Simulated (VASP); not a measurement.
**Pd under changes of volume**

One of the cells (15.858 Å³/atom); the others are scaled copies at fixed shape and fractional positions:

```
Pd
1.0
    -1.58269    1.58269    1.58269
     1.58269   -1.58269    1.58269
     1.58269    1.58269   -1.58269
Pd
1
Direct
  0.00000 0.00000 0.00000
```

This isn't the form of Pd at room conditions, which is fcc.

- Program: VASP 6.6.1
- Functional: PBE
- Potentials or basis: VASP PAW PBE potentials, release 64 (Pd)
- Cutoff: 520 eV
- k mesh: 12 × 12 × 12
- Occupations: fermi-dirac, width 0.05 eV
- Spin: no spin polarisation

```csv
volume (Å³/atom),energy over the lowest point (meV/atom),pressure (GPa)
14.614,?,?
14.925,7.35,5.7
15.236,0.00,1.9
15.858,5.30,-4.3
16.169,16.32,-6.9
16.480,31.99,-9.1
```

What does the run at 14.614 Å³/atom give?

Energy over the lowest point 22.60 meV/atom; pressure 10.1 GPa.

Worked out: A Birch-Murnaghan fit of order 3 (a polynomial in V^(-2/3)) to the other rows has its minimum at 15.41 Å³/atom with B0 = V·E''(V) = 165 GPa and B' = 5.6. It gives 22.65 meV/atom at 14.614 Å³/atom, against the run's 22.60, and -dE/dV = 10.1 GPa, against 10.1.

Energies are extrapolated to zero smearing.
